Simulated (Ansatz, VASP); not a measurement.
## Two plane-wave programs on SbPt

Contents of INCAR:

```
PREC     = Accurate       # precision mode
ENCUT    = 520            # plane-wave cutoff, eV
EDIFF    = 1E-6           # SCF threshold, eV
ISMEAR   = 0              # smearing method
SIGMA    = 0.05           # smearing width, eV
LREAL    = False          # projectors in reciprocal space
LASPH    = True           # aspherical terms in the spheres
NELM     = 60             # most SCF steps
ALGO     = Normal         # electronic algorithm
ISIF     = 2              # what is computed and relaxed
LWAVE    = False          # write WAVECAR
LCHARG   = False          # write CHGCAR
GGA      = PS             # functional
NBANDS   = 14             # bands
```

KPOINTS

```
regular mesh
0
Gamma
  10 10 10
```

Contents of POSCAR:

```
SbPt
1.0
    0.0000000000      2.6815283789      2.7362534479
    2.7362534479      0.0000000000      2.7362534479
    2.7362534479      2.6815283789      0.0000000000
Pt Sb
1 1
Direct
    0.5000000000      0.5000000000      0.5000000000
    0.0000000000      0.0000000000      0.0000000000
```

Input for Ansatz:

```yaml
crystal:
  lattice:
    - [0.0, 2.6815283789, 2.7362534479]
    - [2.7362534479, 0.0, 2.7362534479]
    - [2.7362534479, 2.6815283789, 0.0]
  atoms:
    - { symbol: Pt, position: [0.5, 0.5, 0.5] }
    - { symbol: Sb, position: [0.0, 0.0, 0.0] }
basis:
  ecutwfc: 420
  ecutrho_ratio: 4
kpoints:
  mp_grid: { grid: [10, 10, 10] }
hamiltonian:
  xc: pbesol
scf:
  occupations: { method: gaussian, width: 0.05 }
output:
  forces: true
  stress: true
  eigenvalues: true
```

Change from the starting cell: strain e2 = -0.02, atoms carried along.

Alike in both runs: task single point; functional PBEsol; k mesh 10 × 10 × 10; occupations gaussian, width 0.05 eV; no spin polarisation.

```csv
,VASP,Ansatz
version,VASP 6.6.1,Ansatz 0.2.0
potentials or method,"VASP PAW PBE potentials, release 64 (Pt, Sb)","scalar-relativistic, plane waves, PAW"
plane-wave cutoff (eV),520,420
valence electrons in the cell,15,33
```

Ansatz gave:

- pressure (GPa): 3.1
- largest component of the traceless stress (GPa): 2.37

What did VASP give for the same quantities?

Pressure (GPa): 3.0; largest component of the traceless stress (GPa): 2.34.

With one functional, cell and mesh, what is left measures potentials, basis and numerics. The two sets of potentials don't hold the same shells in valence.

Caveats: the PAW data sets were made with another functional, which shifts forces and pressure a little (VASP). The runs have no spin-orbit coupling, so splittings on Pt, Sb are missing.
